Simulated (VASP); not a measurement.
The system is I.

```
I
1.0
     3.63503   -2.39502    0.00000
     3.63503    2.39502    0.00000
     0.00000    0.00000    9.79344
I
4
Direct
  0.64930 0.35070 0.38440
  0.14930 0.85070 0.11560
  0.35070 0.64930 0.61560
  0.85070 0.14930 0.88440
```

Base run:

* Program: VASP 6.6.1
* Functional: PBE
* Potentials or basis: VASP PAW PBE potentials, release 64 (I)
* Cutoff: 520 eV
* k mesh: 8 × 8 × 4
* Occupations: gaussian, width 0.02 eV
* Spin: no spin polarisation

Its results: band gap on the k mesh 1.30 eV, indirect (least direct gap 1.41 eV); pressure 1.8 GPa; largest force 0.844 eV/Å.

Problem. The run is repeated on the same cell with these changes: functional from PBE to PBEsol. What comes out?

Solution. Band gap on the k mesh 1.26 eV, indirect (least direct gap 1.37 eV); pressure 0.1 GPa; largest force 0.765 eV/Å.

PBEsol binds more tightly than PBE, so the same cell stands under less pressure.

Caveats: spin-orbit coupling is left out, which moves the levels of the heavy elements; the PAW data sets were made with another functional, which shifts forces and pressure a little (some runs).
